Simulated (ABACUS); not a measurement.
Runs of ABACUS 3.10.1 on BN. It takes space group R3m (No. 160, trigonal). The conventional cell has a = 2.502 Å, b = 2.502 Å, c = 10.119 Å, α = 90.00°, β = 90.00°, γ = 120.00°. N (site symmetry 3m) has 3 B at 1.44 Å as nearest neighbours. Around B (site symmetry 3m) lie 3 N at 1.44 Å. The cell is a database's computed one.

| task | level | potentials or basis | k mesh | cutoff (eV) | SCF threshold on the density | eigensolver | mesh quality | gap on the mesh (eV) | pressure (GPa) | V0 of scaled cells (Å³/atom) | B0 (GPa) |
| --- | --- | --- | --- | --- | --- | --- | --- | --- | --- | --- | --- |
| single point | PBE | SPMS ONCV 1.0 PBE, TZDP LCAO (the cutoffs set its grid) | 11 × 11 × 11 | 1361 | 1e-07 | genelpa | not flagged | 4.34 | 3.2 | - | - |
| single point | M06-L | SG15 ONCV 1.2 PBE, plane waves | 8 × 8 × 8 | 1320 | 1e-08 | dav | not flagged | 4.70 | -1.4 | - | - |
| equation of state | M06-L | SG15 ONCV 1.2 PBE, plane waves | 8 × 8 × 8 | 1320 | 1e-08 | dav | coarse | - | - | (c) | 241 |
| equation of state | PBE | SPMS ONCV 1.0 PBE, TZDP LCAO (the cutoffs set its grid) | 11 × 11 × 11 | 1361 | 1e-07 | genelpa | not flagged | - | - | (b) | (a) |

Alike in all rows: no spin polarisation; cell as given; smearing fermi-dirac 0.05 eV.

Question: Fill in the values left out.

Answer: (a) 232; (b) 9.27; (c) 9.09.

Caveats: some runs use coarse meshes; the atomic orbitals were generated for these runs and aren't a published set (some runs); the basis of atomic orbitals isn't converged, which shifts pressures, moduli and gaps (some runs); the potentials were made for another functional, which shifts forces and pressure (some runs); the cell was scaled at fixed shape and fractional positions, which overstates the stiffness of a crystal with free parameters, most of all of layers and chains (some runs); an odd mesh through Γ misses points on the zone boundary, where band edges often lie (some runs).
